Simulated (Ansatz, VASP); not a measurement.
## One calculation of BaTiO3, two programs

INCAR

```
SYSTEM = BaTiO3
  ALGO = Normal
  EDIFF = 1E-6
  ENCUT = 520
  GGA = PE
  ISIF = 2
  ISMEAR = -1
  LASPH = .TRUE.
  LCHARG = .FALSE.
  LMAXMIX = 4
  LREAL = .FALSE.
  LWAVE = .FALSE.
  NBANDS = 28
  NELM = 60
  PREC = Accurate
  SIGMA = 0.05
```

File KPOINTS:

```
k-points
0
G
  7 7 7
  0 0 0
```

POSCAR

```
BaTiO3
1.0
    3.9998000000      0.0000000000      0.0000000000
    0.0000000000      3.9998000000      0.0000000000
    0.0000000000      0.0000000000      4.0180000000
Ba Ti O
1 1 3
Direct
    0.0000000000      0.0000000000      0.0000000000
    0.5000000000      0.5000000000      0.4900000000
    0.0000000000      0.5000000000      0.5170000000
    0.5000000000      0.0000000000      0.5170000000
    0.5000000000      0.5000000000      0.0190000000
```

Contents of KPOINTS_OPT:

```
path GXMGZRAZ,XR,MA
15
line-mode
reciprocal
 0.0000000000  0.0000000000  0.0000000000  G
 0.0000000000  0.5000000000  0.0000000000  X

 0.0000000000  0.5000000000  0.0000000000  X
 0.5000000000  0.5000000000  0.0000000000  M

 0.5000000000  0.5000000000  0.0000000000  M
 0.0000000000  0.0000000000  0.0000000000  G

 0.0000000000  0.0000000000  0.0000000000  G
 0.0000000000  0.0000000000  0.5000000000  Z

 0.0000000000  0.0000000000  0.5000000000  Z
 0.0000000000  0.5000000000  0.5000000000  R

 0.0000000000  0.5000000000  0.5000000000  R
 0.5000000000  0.5000000000  0.5000000000  A

 0.5000000000  0.5000000000  0.5000000000  A
 0.0000000000  0.0000000000  0.5000000000  Z

 0.0000000000  0.5000000000  0.0000000000  X
 0.0000000000  0.5000000000  0.5000000000  R

 0.5000000000  0.5000000000  0.0000000000  M
 0.5000000000  0.5000000000  0.5000000000  A
```

The input input.yaml:

```yaml
crystal:
  lattice:
    - [3.9998, 0.0, 0.0]
    - [0.0, 3.9998, 0.0]
    - [0.0, 0.0, 4.018]
  atoms:
    - { symbol: Ba, position: [0.0, 0.0, 0.0] }
    - { symbol: Ti, position: [0.5, 0.5, 0.49] }
    - { symbol: O, position: [0.0, 0.5, 0.517] }
    - { symbol: O, position: [0.5, 0.0, 0.517] }
    - { symbol: O, position: [0.5, 0.5, 0.019] }
hamiltonian:
  xc: pbe
  pseudopotentials: { kind: paw }
kpoints:
  mp_grid: { grid: [7, 7, 7] }
  band_path:
    path:
      - [[0.0, 0.0, 0.0], [0.0, 0.5, 0.0], [0.5, 0.5, 0.0], [0.0, 0.0, 0.0], [0.0, 0.0, 0.5], [0.0, 0.5, 0.5], [0.5, 0.5, 0.5], [0.0, 0.0, 0.5]]
      - [[0.0, 0.5, 0.0], [0.0, 0.5, 0.5]]
      - [[0.5, 0.5, 0.0], [0.5, 0.5, 0.5]]
    npoints: 14
scf:
  occupations: { method: fermi_dirac, width: 0.05 }
  n_extra_bands: 12
output:
  forces: true
  stress: true
  eigenvalues: true
  fatbands: false
  write_density: true
  write_potential: true
  elf: true
  volumetric_format: npy
```

Alike in both runs: task band structure; functional PBE; k mesh 7 × 7 × 7; occupations fermi-dirac, width 0.05 eV; no spin polarisation.

|  | VASP | Ansatz |
| --- | --- | --- |
| version | VASP 6.6.1 | Ansatz 0.2.0 |
| potentials or method | VASP PAW PBE potentials, release 64 (Ba_sv, Ti_sv, O) | Ansatz PAW |
| plane-wave cutoff (eV) | 520 | 420 |
| valence electrons in the cell | 40 | 40 |

|  | VASP | Ansatz | Ansatz less VASP |
| --- | --- | --- | --- |
| gap on the k mesh at the Fermi level (eV) | 1.87 | 1.93 | +0.064 |
| least direct gap on the mesh (eV) | 2.06 | 2.09 | +0.026 |
| gap along the band path (eV) | 1.77 | 1.84 | +0.066 |
| pressure (GPa) | 4.2 | 2.4 | -1.79 |
| largest component of the traceless stress (GPa) | 0.62 | 0.59 | -0.037 |
| rms of the force components (eV/Å) | 0.090 | 0.097 | +0.0071 |

Atom by atom the forces differ by 0.017 eV/Å (rms over components).

Caveats: spin-orbit coupling is left out, which moves the levels of the heavy elements; the mesh misses the band edges, which the band path finds closer together (VASP); the k mesh misses the band edges, so the gap on the mesh is wider than the one along the path (Ansatz); the pressure holds a Pulay correction of +0.5 GPa for the finite cutoff (Ansatz). Expect the measured gap to be larger: semilocal functionals such as PBE lack the derivative discontinuity.
